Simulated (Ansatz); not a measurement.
Runs of Ansatz 0.2.0 on As. The structure is trigonal, space group R-3m (No. 166). Conventional cell: a = 3.762 Å, b = 3.762 Å, c = 10.542 Å, α = 90.00°, β = 90.00°, γ = 120.00°. As (site symmetry 3m) has 3 As at 2.51 Å as nearest neighbours. 

```tsv
task	level	spin	k mesh	cutoff (eV)	atoms under strain	q mesh	points for each segment of the path	gap on the mesh (eV)	pressure (GPa)	V0 of scaled cells (Å³/atom)	B0 (GPa)	largest force (eV/Å)
elastic constants	PBEsol	off	8 × 8 × 8	420	relaxed	-	-	none	-0.8	-	-	-
phonons	PBEsol	off	8 × 8 × 8	420	-	2 × 2 × 2	8	none	-	-	-	-
band structure	r2SCAN	off	9 × 9 × 9	500	-	-	14	none	1.9	-	-	(b)
equation of state	r2SCAN	off	9 × 9 × 9	500	-	-	-	-	-	22.06	74	-
band structure	LDA	off	9 × 9 × 9	420	-	-	14	none	-1.4	-	-	(a)
band structure	PBEsol	SOC, no magnetisation	9 × 9 × 9	420	-	-	14	none	0.3	-	-	0.37
equation of state	LDA	off	9 × 9 × 9	420	-	-	-	-	-	21.15	81	-
density of states	PBEsol	off	8 × 8 × 8	420	-	-	-	none	0.3	-	-	0.36
```

Alike in all rows: potentials or basis Ansatz PAW; cell as given; smearing fermi-dirac 0.05 eV.

Estimate the missing entries.

(a) 0.26; (b) 0.15.

Caveats: the PAW data sets come from PBE, with cores solved anew for the run's functional, which leaves a small shift of forces and pressure (some runs); the cell was scaled at fixed shape and fractional positions, which overstates the stiffness of a crystal with free parameters, most of all of layers and chains (some runs); elastic constants of metals need much finer meshes, so these are rough (some runs); the PAW data sets were made with another functional, which shifts forces and pressure a little (some runs).

A k mesh can miss the band edges, and rows without SOC leave out spin-orbit coupling on As.

A gap of «none» marks a metal or a gap under the smearing width.

Runs at the PBE level aren't shown here.
